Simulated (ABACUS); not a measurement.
An input for ABACUS 3.10.1 (Mg):

INPUT

```
INPUT_PARAMETERS
suffix              Mg
calculation         scf
basis_type          lcao
pseudo_dir          ./
orbital_dir         ./
latname             hexagonal
symmetry            1
dft_functional      pbe
ecutwfc             100
pseudo_rcut         10
nspin               1
nbands              10
ks_solver           genelpa
smearing_method     fd
smearing_sigma      0.00367493
scf_thr             1e-07
scf_nmax            100
mixing_type         broyden
mixing_beta         0.7
cal_force           1
cal_stress          1
out_mul             1
```

Contents of STRU:

```
ATOMIC_SPECIES
Mg 24.3050 Mg.upf

NUMERICAL_ORBITAL
Mg_confined-atom_8au_2s1p.orb

LATTICE_CONSTANT
5.9408939651

LATTICE_PARAMETERS
1.6235004518

ATOMIC_POSITIONS
Direct

Mg
0.0
2
0.6666666667 0.3333333333 0.7500000000 1 1 1
0.3333333333 0.6666666667 0.2500000000 1 1 1
```

The input KPT:

```
K_POINTS
0
Gamma
9 9 5 0 0 0
```

Potentials or basis: PseudoDojo NC SR 0.4.1 PBE standard, SZ LCAO (the cutoffs set its grid).

The run is started by

```console
$ OMP_NUM_THREADS=1 mpirun -np 4 abacus > log
```

**Question.** What does the program do with it?

**Answer.** The run stopped without a result. It printed:

running log:

```text
ABACUS v3.10.1

               Atomic-orbital Based Ab-initio Computation at UStc

 ------------------------------------------------------------------------------------

 READING GENERAL INFORMATION
                           global_out_dir = OUT.Mg/
                           global_in_card = INPUT
                               pseudo_dir = ./
[... 53 lines left out ...]
            AUTOSET number of electrons:  = 20
                           occupied bands = 10
 !!!!!!!!!!!!!!!!!!!!!!!!!!!!!!!!!!!!!!!!!!!!!!!!!!!!!!!!!
                         NOTICE
 !!!!!!!!!!!!!!!!!!!!!!!!!!!!!!!!!!!!!!!!!!!!!!!!!!!!!!!!!

 for smearing, num. of bands > num. of occupied bands
 CHECK IN FILE : OUT.Mg/warning.log

 !!!!!!!!!!!!!!!!!!!!!!!!!!!!!!!!!!!!!!!!!!!!!!!!!!!!!!!!!
                         NOTICE
 !!!!!!!!!!!!!!!!!!!!!!!!!!!!!!!!!!!!!!!!!!!!!!!!!!!!!!!!!
 Check in file : OUT.Mg/warning.log
```

On the terminal:

```text
ABACUS v3.10.1

               Atomic-orbital Based Ab-initio Computation at UStc

 !!!!!!!!!!!!!!!!!!!!!!!!!!!!!!!!!!!!!!!!!!!!!!!!!!!!!!!!!
                         NOTICE
 !!!!!!!!!!!!!!!!!!!!!!!!!!!!!!!!!!!!!!!!!!!!!!!!!!!!!!!!!

 for smearing, num. of bands > num. of occupied bands
 CHECK IN FILE : OUT.Mg/warning.log

 !!!!!!!!!!!!!!!!!!!!!!!!!!!!!!!!!!!!!!!!!!!!!!!!!!!!!!!!!
                         NOTICE
 !!!!!!!!!!!!!!!!!!!!!!!!!!!!!!!!!!!!!!!!!!!!!!!!!!!!!!!!!
```
